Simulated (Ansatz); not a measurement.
B: the change of pressure with volume per atom

Results calculated with Ansatz 0.2.0 development build, not measured. Equation of state of a cubic crystal from periodic Kohn-Sham density functional theory without spin; pressure corrected for the finite basis.

Cell of the first row (space group Fd-3m, No. 227):
```
cell vectors (Å)
   0.0000     1.9702     1.9702
   1.9702     0.0000     1.9702
   1.9702     1.9702     0.0000
atoms (fractions of the cell vectors)
B   0.00000  0.00000  0.00000
B   0.25000  0.25000  0.25000
```

Settings of every row: formula B; structure type diamond; functional r2SCAN; spin treatment none; k mesh 14x14x14; occupation method fermi-dirac; occupation width 0.1 eV; wave cutoff 710 eV; datasets hand-made PAW; density cutoff ratio 4; xc grid level 2.

Limits: a cubic model structure, not a phase known at ambient conditions; modest k-mesh, values are not fully converged in k; the SCF threshold is loose for a stress in some rows.

```csv
row,volume per atom (Å³),pressure (GPa),energy above lowest point (meV/atom)
1,7.647,17.814,35.14
2,7.897,10.5,13.24
3,8.146,4.118,1.98
4,8.396,?,?
5,8.645,-6.325,6.14
```

Question: what pressure should row 4 give?

Worked fit of pressure. Take u = (V_r/V)^(2/3) − 1 with V_r = 8.0215 Å³ an atom, which is twice the finite (Eulerian) strain; such expansions in the strain, on which the Birch-Murnaghan equation of state is built, carry the rest volume and the bulk modulus. The shown rows have u = 0.03239, 0.01048, -0.01022, -0.04868. Least squares give pressure = 7.2028 + 307.778 × u + 613.66 × u² GPa; a straight line predicts inner rows, each left out in turn, worse (root mean square 0.63 against 0.0087 GPa). The rows lie off it by -0.002, 0.004, -0.003, 0.001. The pressure vanishes at u = -0.0246, or V = 8.327 Å³ an atom, and there the bulk modulus at fixed shape and fractions is B = −V dP/dV = (2/3)(1 + u) dP/du = 180 GPa. The withheld row has u = -0.02996, so the fit gives 7.2028 + 307.778 × (-0.02996) + 613.66 × (-0.02996)² = -1.467 GPa.

The calculation gave -1.456 GPa. The fit lies 0.011 GPa (0.046 % of the column's range) below it; its largest miss of a shown row is 0.004 GPa.

The other values of row 4: energy above lowest point 0 meV/atom.
